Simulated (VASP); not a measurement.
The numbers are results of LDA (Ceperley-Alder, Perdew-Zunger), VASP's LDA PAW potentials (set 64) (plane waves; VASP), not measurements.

A VASP calculation is set up with these files.

File POSCAR:
```
CsBr
1
    4.1455370516     0.0000000000     0.0000000000
    0.0000000000     4.1455370516     0.0000000000
    0.0000000000     0.0000000000     4.1455370516
Cs Br
1 1
Direct
  0.0000000000   0.0000000000   0.0000000000
  0.5000000000   0.5000000000   0.5000000000
```

**KPOINTS**
```
Automatic mesh
0
Gamma
7 7 7
0 0 0
```

### INCAR
```
SYSTEM=CsBr
LASPH=.TRUE.
LMAXMIX=4   ! l cut-off of mixed one-centre charges
EDIFF=1E-6   ! SCF stop (eV)
ISIF=3
LCHARG=.FALSE.
NELM=100
IBRION=2
ENCUT=500
LWAVE=.FALSE.
ISMEAR=0
LREAL=.FALSE.
PREC=Accurate
SIGMA=0.05   ! width (eV)
ALGO=Normal
EDIFFG=-0.02   ! ionic stop
NSW=40
```

POTCAR, in this order: Cs_sv Br (LDA.64 set). Program: vasp_std.

The resulting files:

### OSZICAR
```
       N       E                     dE             d eps       ncg     rms          rms(c)
DAV:   1     0.904575366517E+02    0.90458E+02   -0.66672E+03   480   0.112E+03
DAV:   2    -0.764262579494E+00   -0.91222E+02   -0.85974E+02   704   0.178E+02
DAV:   3    -0.697653444901E+01   -0.62123E+01   -0.61941E+01   600   0.531E+01
DAV:   4    -0.703276036256E+01   -0.56226E-01   -0.56208E-01   540   0.601E+00
DAV:   5    -0.703323328533E+01   -0.47292E-03   -0.47286E-03   604   0.539E-01    0.178E+00
DAV:   6    -0.683287607154E+01    0.20036E+00   -0.30254E-01   516   0.298E+00    0.108E+00
DAV:   7    -0.679593092367E+01    0.36945E-01   -0.13321E-01   580   0.197E+00    0.503E-01
DAV:   8    -0.679354706302E+01    0.23839E-02   -0.71398E-03   584   0.579E-01    0.903E-02
DAV:   9    -0.679330797884E+01    0.23908E-03   -0.69635E-04   600   0.179E-01    0.602E-02
DAV:  10    -0.679332503065E+01   -0.17052E-04   -0.55340E-05   576   0.524E-02    0.168E-02
DAV:  11    -0.679332608892E+01   -0.10583E-05   -0.10320E-05   568   0.207E-02    0.262E-03
DAV:  12    -0.679332592027E+01    0.16865E-06   -0.81182E-07   348   0.649E-03
   1 F= -.67933259E+01 E0= -.67933259E+01  d E =-.679333E+01
```

OUTCAR:
```
------------------------ aborting loop because EDIFF is reached ----------------------------------------
  FORCE on cell =-STRESS in cart. coord.  units (eV):
  Direction    XX          YY          ZZ          XY          YZ          ZX
  --------------------------------------------------------------------------------------
  Total        0.0074633      0.0074633      0.0074633     -0.0000000     -0.0000000      0.0000000
  in kB        0.1678415      0.1678415      0.1678415     -0.0000000     -0.0000000      0.0000000
  external PRESSURE =       0.1678415 kB  Pullay stress =       0.0000000 kB
  volume of cell :       71.24
      direct lattice vectors                 reciprocal lattice vectors
     4.145537052  0.000000000  0.000000000     0.241223269  0.000000000  0.000000000
     0.000000000  4.145537052  0.000000000     0.000000000  0.241223269  0.000000000
     0.000000000  0.000000000  4.145537052     0.000000000  0.000000000  0.241223269
 POSITION                                       TOTAL-FORCE (eV/Angst)
 -----------------------------------------------------------------------------------
      0.00000      0.00000      0.00000         0.000000      0.000000      0.000000
      2.07277      2.07277      2.07277         0.000000      0.000000      0.000000
 -----------------------------------------------------------------------------------
    total drift:                                0.000000      0.000000     -0.000000
  FREE ENERGIE OF THE ION-ELECTRON SYSTEM (eV)
  ---------------------------------------------------
  free  energy   TOTEN  =        -6.7933259203 eV

  energy  without entropy=       -6.7933259203  energy(sigma->0) =       -6.79332592

 reached required accuracy - stopping structural energy minimisation
```
(Selected blocks of OUTCAR.)

The compound is CsBr in the CsCl type structure. It was relaxed first, which changed the volume by -10 %.
